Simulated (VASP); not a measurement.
# Zn (Fm-3m) in VASP: notebook

Runs on Zn. Level: PBE. Tasks: single point.

Everything below comes from runs of VASP 6.6.1. Logs are shortened: lines on timing, memory, paths and dates and some standing lists are left out, and cuts for length are marked.

## 1. The structure

The structure is cubic, space group Fm-3m (No. 225). The conventional cell has a = 3.930 Å, b = 3.930 Å, c = 3.930 Å, α = 90.00°, β = 90.00°, γ = 90.00°. Around Zn (site symmetry m-3m) lie 12 Zn at 2.78 Å.

This isn't the form of Zn at room conditions, which is hcp.

## 2. Single point, PBE

Input file INCAR:

```
SYSTEM = Zn
PREC = Accurate
ENCUT = 520
EDIFF = 1E-6
ISMEAR = 0
SIGMA = 0.1
LREAL = .FALSE.
LASPH = .TRUE.
NELM = 80
ALGO = Normal
ISIF = 2
LWAVE = .FALSE.
LCHARG = .FALSE.
GGA = PE
```

Input file KPOINTS:

```
Automatic mesh
0
G
  12 12 12
  0 0 0
```

Input file POSCAR:

```
Zn
1.0
    0.0000000000      1.9647760000      1.9647760000
    1.9647760000      0.0000000000      1.9647760000
    1.9647760000      1.9647760000      0.0000000000
Zn
1
Direct
    0.0000000000      0.0000000000      0.0000000000
```

Potentials or basis: VASP PAW PBE potentials, release 64 (Zn).

Command:

```
$ cat potpaw_PBE.64/Zn/POTCAR > POTCAR
$ mpirun -np 1 vasp_std > vasp.out
```

OUTCAR:

```text
SYSTEM = Zn
   PREC = Accurate
   ENCUT = 520
   EDIFF = 1E-6
   ISMEAR = 0
   LREAL = .FALSE.
   LASPH = .TRUE.
   NELM = 80
   ISIF = 2
   GGA = PE

 ion  position               nearest neighbor table
   1  0.000  0.000  0.000-

  LATTYP: Found a face centered cubic cell.
 ALAT       =     3.9295520000

  Lattice vectors:

 A1 = (   0.0000000000,   1.9647760000,   1.9647760000)
 A2 = (   1.9647760000,   0.0000000000,   1.9647760000)
 A3 = (   1.9647760000,   1.9647760000,   0.0000000000)

Analysis of symmetry for initial positions (statically):
=====================================================================
 Subroutine PRICEL returns:
 Original cell was already a primitive cell.

 Routine SETGRP: Setting up the symmetry group for a
 face centered cubic supercell.

 Subroutine GETGRP returns: Found 48 space group operations
 (whereof 48 operations were pure point group operations)
 out of a pool of 48 trial point group operations.

The static configuration has the point symmetry O_h .

Analysis of symmetry for dynamics (positions and initial velocities):
=====================================================================
 Subroutine PRICEL returns:
 Original cell was already a primitive cell.

 Routine SETGRP: Setting up the symmetry group for a
 face centered cubic supercell.

 Subroutine GETGRP returns: Found 48 space group operations
 (whereof 48 operations were pure point group operations)
 out of a pool of 48 trial point group operations.

The dynamic configuration has the point symmetry O_h .

 Subroutine INISYM returns: Found 48 space group operations
 (whereof 48 operations are pure point group operations),
 and found     1 'primitive' translations

----------------------------------------------------------------------------------------

                                     Primitive cell

  volume of cell :      15.1694

  direct lattice vectors                    reciprocal lattice vectors
     0.000000000  1.964776000  1.964776000    -0.254481936  0.254481936  0.254481936
     1.964776000  0.000000000  1.964776000     0.254481936 -0.254481936  0.254481936
     1.964776000  1.964776000  0.000000000     0.254481936  0.254481936 -0.254481936

  length of vectors
     2.778612866  2.778612866  2.778612866     0.440775643  0.440775643  0.440775643

  position of ions in fractional coordinates (direct lattice)
     0.000000000  0.000000000  0.000000000

  ion indices of the primitive-cell ions
   primitive index   ion index
                 1           1

----------------------------------------------------------------------------------------

 KPOINTS: Automatic mesh

Automatic generation of k-mesh.
 Grid dimensions read from file:
 generate k-points for:   12   12   12

 Generating k-lattice:

  Cartesian coordinates                     Fractional coordinates (reciprocal lattice)
    -0.021206828  0.021206828  0.021206828     0.083333333  0.000000000  0.000000000
     0.021206828 -0.021206828  0.021206828     0.000000000  0.083333333  0.000000000
     0.021206828  0.021206828 -0.021206828     0.000000000  0.000000000  0.083333333

  Length of vectors
     0.036731304  0.036731304  0.036731304

  Shift w.r.t. Gamma in fractional coordinates (k-lattice)
     0.000000000  0.000000000  0.000000000

 Subroutine IBZKPT returns following result:
 ===========================================

 Found     72 irreducible k-points:

 Following reciprocal coordinates:
            Coordinates               Weight
  0.000000  0.000000  0.000000      1.000000
  0.083333  0.000000  0.000000      8.000000
  0.166667  0.000000  0.000000      8.000000
  0.250000  0.000000  0.000000      8.000000
  0.333333  0.000000  0.000000      8.000000
  0.416667  0.000000  0.000000      8.000000
[... 42 lines left out ...]
  0.333333  0.250000  0.083333     24.000000
  0.416667  0.250000  0.083333     48.000000
 [... further k-points ...]
   k-points           NKPTS =     72   k-points in BZ     NKDIM =     72   number of bands    NBANDS=     10
   number of dos      NEDOS =    301   number of ions     NIONS =      1
   total plane-waves  NPLWV =  13824
   dimension x,y,z NGX =    24 NGY =   24 NGZ =   24
   dimension x,y,z NGXF=    48 NGYF=   48 NGZF=   48
   ions per type =               1
   NGX,Y,Z   is equivalent  to a cutoff of  14.36, 14.36, 14.36 a.u.
   NGXF,Y,Z  is equivalent  to a cutoff of  28.72, 28.72, 28.72 a.u.
 SYSTEM =  Zn
   PREC   = accura    normal or accurate (medium, high low for compatibility)
   ISTART =      0    job   : 0-new  1-cont  2-samecut
   ICHARG =      2    charge: 1-file 2-atom 10-const
   ISPIN  =      1    spin polarized calculation?
   LNONCOLLINEAR =      F non collinear calculations
   LSORBIT =      F    spin-orbit coupling
   LASPH  =      T    aspherical Exc in radial PAW
   ENCUT  =  520.0 eV  38.22 Ry    6.18 a.u.   5.17  5.17  5.17*2*pi/ulx,y,z
   NELM   =     80;   NELMIN=  2; NELMDL= -5     # of ELM steps
   EDIFF  = 0.1E-05   stopping-criterion for ELM
   LREAL  =      F    real-space projection
   EDIFFG = 0.1E-04   stopping-criterion for IOM
   NSW    =      0    number of steps for IOM
   IBRION =     -1    ionic relax: 0-MD 1-quasi-New 2-CG
   NFREE  =      0    steps in history (QN), initial steepest desc. (CG)
   ISIF   =      2    stress and relaxation
   ISYM   =      2    0-nonsym 1-usesym 2-fastsym
   POTIM  = 0.5000    time-step for ionic-motion
   TEBEG  =    0.0;   TEEND  =   0.0 temperature during run
   PSTRESS=    0.0 pullay stress
   NELECT =      12.0000    total number of electrons
   NUPDOWN=      -1.0000    fix difference up-down
   EMIN   =  10.00;   EMAX   =-10.00  energy-range for DOS
   EFERMI =   0.00;   METHOD = LEGACY
   ISMEAR =     0;   SIGMA  =   0.10  broadening in eV -4-tet -1-fermi 0-gaus
   EFERMI_NEDOS =   21; number of points for ismear=-14 and -15
   IALGO  =     38    algorithm
   IMIX   =      4    mixing-type and parameters
     AMIX     =   0.40;   BMIX     =  1.00
     AMIX_MAG =   1.60;   BMIX_MAG =  1.00
  volume/ion in A,a.u.               =      15.17       102.37
  Fermi-wavevector in a.u.,A,eV,Ry     =   1.514069  2.861175 31.190044  2.292404
  Thomas-Fermi vector in A             =   2.623775
   LORBIT       =      0    0 simple, 1 ext, 2 COOP (PROOUT), +10 PAW based schemes
   GGA     = PE    functional components
   LHFCALC =     F    Hartree Fock is set to
   AEXX    =    0.0000 exact exchange contribution
   IVDW    =     0    specifies the selected vdW correction
   LEPSILON=     F    determine dielectric tensor
   LRPA    =     F    only Hartree local field effects (RPA)
 non-spin polarized calculation
 Gauss-broadening in eV      SIGMA  =   0.10
  energy-cutoff  :      520.00
  volume of cell :       15.17
 maximum number of plane-waves:       424
 NGX is ok and might be reduce to    24
   NGX = 11   NGY = 11   NGZ = 11

 number of electron      12.0000008 magnetization

 Free energy of the ion-electron system (eV)
  ---------------------------------------------------
  ext. energy  EPLUGINS =         0.00000000
  ---------------------------------------------------
  free energy    TOTEN  =        -1.07660758 eV

  energy without entropy =       -1.07466540  energy(sigma->0) =       -1.07563649

 E-fermi :   3.0379     XC(G=0): -11.5776

 val. band max:        2.9263337407   @ k =  -0.4167   0.3333   0.0000
 cond. band min:       3.0633829834   @ k =  -0.4167   0.0833   0.0000
 fundamental gap:      0.1370492428
 Fermi energy:         3.0378955028

 k-point     1 :       0.0000    0.0000    0.0000
  band No.  band energies     occupation
      1      -7.2712      2.00000
      2      -4.5418      2.00000
      3      -4.5418      2.00000
      4      -4.5418      2.00000
      5      -4.1624      2.00000
      6      -4.1624      2.00000
      7      21.3532      0.00000
      8      21.3532      0.00000
      9      21.3532      0.00000
     10      21.9755      0.00000

 k-point     2 :       0.0833    0.0000    0.0000
  band No.  band energies     occupation
      1      -7.0622      2.00000
      2      -4.5581      2.00000
      3      -4.5187      2.00000
      4      -4.5187      2.00000
      5      -4.1686      2.00000
      6      -4.1686      2.00000
      7      18.2737      0.00000
      8      20.7454      0.00000
      9      20.7455      0.00000
     10      21.7338      0.00000

 k-point     3 :       0.1667    0.0000    0.0000
  band No.  band energies     occupation
      1      -6.4618      2.00000
      2      -4.5734      2.00000
      3      -4.4726      2.00000
      4      -4.4726      2.00000
      5      -4.1671      2.00000
      6      -4.1671      2.00000
      7      14.2154      0.00000
      8      19.8234      0.00000
      9      19.8234      0.00000
     10      21.5216      0.00000

 k-point     4 :       0.2500    0.0000    0.0000
  band No.  band energies     occupation
      1      -5.6632      2.00000
      2      -4.4624      2.00000
      3      -4.4624      2.00000
      4      -4.3769      2.00000
      5      -4.1096      2.00000
      6      -4.1096      2.00000
      7      10.3964      0.00000
      8      19.0967      0.00000
      9      19.0968      0.00000
     10      21.2193      0.00000

 k-point     5 :       0.3333    0.0000    0.0000
  band No.  band energies     occupation
      1      -5.2964      2.00000
      2      -4.4956      2.00000
      3      -4.4956      2.00000
      4      -4.0050      2.00000
      5      -4.0050      2.00000
      6      -3.3225      2.00000
      7       6.9102      0.00000
      8      18.6307      0.00000
      9      18.6307      0.00000
     10      20.8857      0.00000

 k-point     6 :       0.4167    0.0000    0.0000
  band No.  band energies     occupation
      1      -5.2667      2.00000
      2      -4.5320      2.00000
      3      -4.5320      2.00000
      4      -3.9140      2.00000
      5      -3.9140      2.00000
      6      -1.5158      2.00000
      7       3.8169      0.00000
      8      18.3979      0.00000
      9      18.3979      0.00000
     10      20.6202      0.00000
[... 391 lines left out ...]
 k-point    37 :       0.5000    0.3333    0.0000
  band No.  band energies     occupation
      1      -5.0817      2.00000
      2      -4.9694      2.00000
      3      -4.1037      2.00000
      4      -4.0487      2.00000
      5      -3.8466      2.00000
      6       0.7774      2.00000
      7       7.3752      0.00000
      8       8.0096      0.00000
      9      12.5446      0.00000
     10      16.2490      0.00000

 k-point    38 :      -0.4167    0.3333    0.0000
  band No.  band energies     occupation
      1      -5.0204      2.00000
      2      -4.8376      2.00000
      3      -4.2543      2.00000
      4      -4.0957      2.00000
      5      -3.8888      2.00000
      6       2.9263      1.88537
      7       4.7375      0.00000
      8       6.7675      0.00000
      9      13.1215      0.00000
     10      16.5956      0.00000

 k-point    39 :      -0.3333    0.3333    0.0000
  band No.  band energies     occupation
      1      -4.9226      2.00000
      2      -4.6751      2.00000
      3      -4.4327      2.00000
      4      -4.1630      2.00000
      5      -3.9697      2.00000
      6       2.3568      2.00000
      7       5.0482      0.00000
      8       6.4544      0.00000
      9      14.1717      0.00000
     10      17.2345      0.00000

 k-point    40 :       0.4167    0.4167    0.0000
  band No.  band energies     occupation
      1      -5.1843      2.00000
      2      -5.1114      2.00000
      3      -3.9112      2.00000
      4      -3.8658      2.00000
      5      -3.8658      2.00000
      6       0.0766      2.00000
      7       7.3503      0.00000
      8      11.8691      0.00000
      9      11.8691      0.00000
     10      15.3532      0.00000

 [... further k-points ...]

------------------------ aborting loop because EDIFF is reached ----------------------------------------

  FORCE on cell =-STRESS in cart. coord.  units (eV):
  Direction    XX          YY          ZZ          XY          YZ          ZX
  --------------------------------------------------------------------------------------
  -------------------------------------------------------------------------------------
  Total        0.0173165      0.0173165      0.0173165     -0.0000000      0.0000000      0.0000000
  in kB        1.8289509      1.8289509      1.8289509     -0.0000000      0.0000000      0.0000000
  external PRESSURE =       1.8289509 kB  Pullay stress =       0.0000000 kB

 VOLUME and BASIS-vectors are now :
 -----------------------------------------------------------------------------
  energy-cutoff  :      520.00
  volume of cell :       15.17
      direct lattice vectors                 reciprocal lattice vectors
     0.000000000  1.964776000  1.964776000    -0.254481936  0.254481936  0.254481936
     1.964776000  0.000000000  1.964776000     0.254481936 -0.254481936  0.254481936
     1.964776000  1.964776000  0.000000000     0.254481936  0.254481936 -0.254481936

 POSITION                                       TOTAL-FORCE (eV/Angst)
 -----------------------------------------------------------------------------------
      0.00000      0.00000      0.00000         0.000000      0.000000      0.000000
 -----------------------------------------------------------------------------------
    total drift:                               -0.000000      0.000000     -0.000000

  FREE ENERGIE OF THE ION-ELECTRON SYSTEM (eV)
  ---------------------------------------------------
  free  energy   TOTEN  =        -1.0766075778 eV

  energy  without entropy=       -1.0746653979  energy(sigma->0) =       -1.07563649
```

Run time: 6.7 s. Hardware: 1 thread of Intel Xeon 6975P-C (Granite Rapids), shared host; peak memory 0.13 GiB.

Results:

| Quantity | Value |
| --- | --- |
| Free energy | -1.0766 eV |
| Pressure | 0.2 GPa |
| Band gap on the k mesh | none (metal or under the smearing width) |

## 3. Single point, PBE

Input file run.py:

```python
from ase.calculators.vasp import Vasp
from ase.dft.bandgap import bandgap
from ase.io import read

atoms = read('POSCAR')
calc = Vasp(
    directory='calc',
    xc='pbe',
    pp='PBE',
    setups='recommended',
    prec='Accurate',
    encut=520,
    ediff=1e-07,
    ismear=0,
    sigma=0.1,
    lreal=False,
    lasph=True,
    nelm=60,
    algo='Normal',
    isif=2,
    lwave=False,
    lcharg=False,
    kpts=[12, 12, 12],
    gamma=True,
)
atoms.calc = calc

print('energy (eV):', atoms.get_potential_energy())
print('free energy (eV):', atoms.get_potential_energy(force_consistent=True))
print('forces (eV/A):')
print(atoms.get_forces())
print('stress (eV/A^3, Voigt):', atoms.get_stress())
print('Fermi level (eV):', calc.get_fermi_level())
gap, top, bottom = bandgap(calc)
print('band gap (eV):', gap, 'from (spin, k, band)', top, 'to', bottom)
```

POSCAR is that of step 2.

Potentials or basis: VASP PAW PBE potentials, release 64 (Zn).

Command:

```
$ python run.py
```

It took 9.1 s on 1 thread of Intel Xeon 6975P-C (Granite Rapids), shared host; peak memory 0.13 GiB.

The run converged. Its results:

| Quantity | Value |
| --- | --- |
| Free energy | -1.0766 eV |
| Pressure | 0.1 GPa |
| Band gap on the k mesh | none (metal or under the smearing width) |

Levels at points of the mesh, in eV from the Fermi level:
```
           k point  band 2  band 3  band 4  band 5  band 6  band 7  band 8  band 9  band 10
(0.00, 0.00, 0.00)   -7.58   -7.58   -7.58   -7.20   -7.20   18.32   18.32   18.32    18.94
(0.50, 0.00, 0.00)   -7.58   -7.58   -6.92   -6.92   -2.85   -1.34   15.30   15.30    17.48
(0.50, 0.50, 0.00)   -8.19   -6.93   -6.84   -6.84   -0.95    1.77    8.48    8.48    12.12
```
